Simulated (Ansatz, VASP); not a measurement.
One calculation of Ge, two programs

INCAR

```
SYSTEM = Ge
PREC = Accurate
ENCUT = 520
EDIFF = 1E-6
ISMEAR = 0
SIGMA = 0.1
LREAL = .FALSE.
LASPH = .TRUE.
NELM = 100
ALGO = Normal
ISIF = 2
LWAVE = .FALSE.
LCHARG = .TRUE.
GGA = PE
LELF = .TRUE.
LVHAR = .TRUE.
NBANDS = 21
```

Contents of KPOINTS:

```
regular mesh
0
G
  14 14 14
  0 0 0
```

File POSCAR:

```
Ge
1.0
    0.0000000000      2.7913899231      2.7913899231
    2.7913899231      0.0000000000      2.7913899231
    2.7913899231      2.7913899231      0.0000000000
Ge
2
Direct
    0.0000000000      0.0000000000      0.0000000000
    0.2500000000      0.2500000000      0.2500000000
```

Input for Ansatz:

```yaml
crystal:
  lattice:
    - [0.0, 2.7913899228, 2.7913899228]
    - [2.7913899228, 0.0, 2.7913899228]
    - [2.7913899228, 2.7913899228, 0.0]
  atoms:
    - { symbol: Ge, position: [0.0, 0.0, 0.0] }
    - { symbol: Ge, position: [0.25, 0.25, 0.25] }
basis:
  ecutwfc: 420
kpoints:
  mp_grid: { grid: [14, 14, 14] }
hamiltonian:
  xc: pbe
scf:
  occupations: { method: gaussian, width: 0.1 }
output:
  forces: true
  stress: true
  eigenvalues: true
```

Alike in both runs: task single point; functional PBE; k mesh 14 × 14 × 14; occupations gaussian, width 0.1 eV; no spin polarisation.

|  | VASP | Ansatz |
| --- | --- | --- |
| version | VASP 6.6.1 | Ansatz 0.2.0 |
| potentials or method | VASP PAW PBE potentials, release 64 (Ge_d) | scalar-relativistic, plane waves, PAW |
| plane-wave cutoff (eV) | 520 | 420 |
| valence electrons in the cell | 28 | 28 |

```tsv
	VASP	Ansatz	Ansatz less VASP
gap on the k mesh at the Fermi level (eV)	0.31	0.31	-0.005
least direct gap on the mesh (eV)	0.41	0.40	-0.007
pressure (GPa)	6.9	7.0	+0.09
```
